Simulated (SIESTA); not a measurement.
Runs of SIESTA 5.4.2 on C. Symmetry: Fd-3m, No. 227, cubic system. Conventional cell: a = 3.567 Å, b = 3.567 Å, c = 3.567 Å, α = 90.00°, β = 90.00°, γ = 90.00°. C (site symmetry -43m) is surrounded by 4 C at 1.54 Å. This isn't the form of C at room conditions, which is graphite.

```tsv
task	level	potentials or basis	cell	k mesh	broadening (eV)	window to (eV)	polarisation	direction	optical mesh offset	grid cutoff	energy shift	gap on the mesh (eV)	pressure (GPa)	relaxed volume (Å³/atom)
optical spectrum	PBE	PseudoDojo 0.4 standard (PBE files), DZP (energy shift 0.002 Ry)	as given	10 × 10 × 10	0.3 eV	30 eV	polarized	1.0 0.0 0.0	true	500 Ry	0.002 Ry	(c)	10.2	-
band structure	PBE	PseudoDojo 0.4 standard (PBE files), TZP (energy shift 0.002 Ry)	as given	13 × 13 × 13	-	-	-	-	-	500 Ry	0.002 Ry	4.27	5.3	-
relaxation of cell and atoms	optB88-vdW	PseudoDojo 0.4 standard (PBE files), DZP (energy shift 0.002 Ry)	relaxed	13 × 13 × 13	-	-	-	-	-	500 Ry	0.002 Ry	4.33	0.0	5.87
band structure	PBE	PseudoDojo 0.4 standard (PBE files), SZ (energy shift 0.003 Ry)	as given	13 × 13 × 13	-	-	-	-	-	500 Ry	0.003 Ry	6.08	22.9	-
optical spectrum	LDA	PseudoDojo 0.4 standard (LDA files), TZP (energy shift 0.002 Ry)	as given	10 × 10 × 10	0.1 eV	40 eV	polarized	1.0 0.0 0.0	true	500 Ry	0.002 Ry	4.25	-8.1	-
band structure	LDA	PseudoDojo 0.4 standard (LDA files), DZP (energy shift 0.003 Ry)	as given	13 × 13 × 13	-	-	-	-	-	500 Ry	0.003 Ry	4.24	-3.1	-
band structure	AM05	PseudoDojo 0.4 standard (PBEsol files), DZP (energy shift 0.003 Ry)	as given	13 × 13 × 13	-	-	-	-	-	500 Ry	0.003 Ry	4.14	3.6	-
relaxation of cell and atoms	PBEsol	PseudoDojo 0.4 standard (PBEsol files), DZP (energy shift 0.003 Ry)	relaxed	13 × 13 × 13	-	-	-	-	-	500 Ry	0.003 Ry	4.12	-0.1	(b)
relaxation of cell and atoms	WC	PseudoDojo 0.4 standard (PBEsol files), DZP (energy shift 0.002 Ry)	relaxed	10 × 10 × 10	-	-	-	-	-	750 Ry	0.002 Ry	(a)	0.0	5.76
band structure	LDA	PseudoDojo 0.4 standard (LDA files), DZP (energy shift 0.002 Ry)	as given	13 × 13 × 13	-	-	-	-	-	500 Ry	0.002 Ry	4.25	-3.3	-
atomic charges	revPBE+D4	SG15 1.2 (PBE files) or PseudoDojo by element, DZP (energy shift 0.01 Ry)	as given	13 × 13 × 13	-	-	-	-	-	500 Ry	0.01 Ry	4.31	(d)	-
```

Alike in all rows: no spin polarisation; smearing fermi-dirac 0.05 eV.

Q: Estimate the missing entries.

A: (a) 4.19; (b) 5.74; (c) 4.32; (d) -4.0.

Caveats: the basis of atomic orbitals isn't converged, which shifts pressures, moduli and gaps; the potentials were made for another functional, which shifts forces and pressure (some runs); an odd mesh through Γ misses points on the zone boundary, where band edges often lie (some runs); the basis has no polarisation orbitals (some runs); so large a pressure means that the cell lies far from this level's equilibrium, or that cutoff or potentials fall short (some runs).

Not every run made on this cell is shown here.
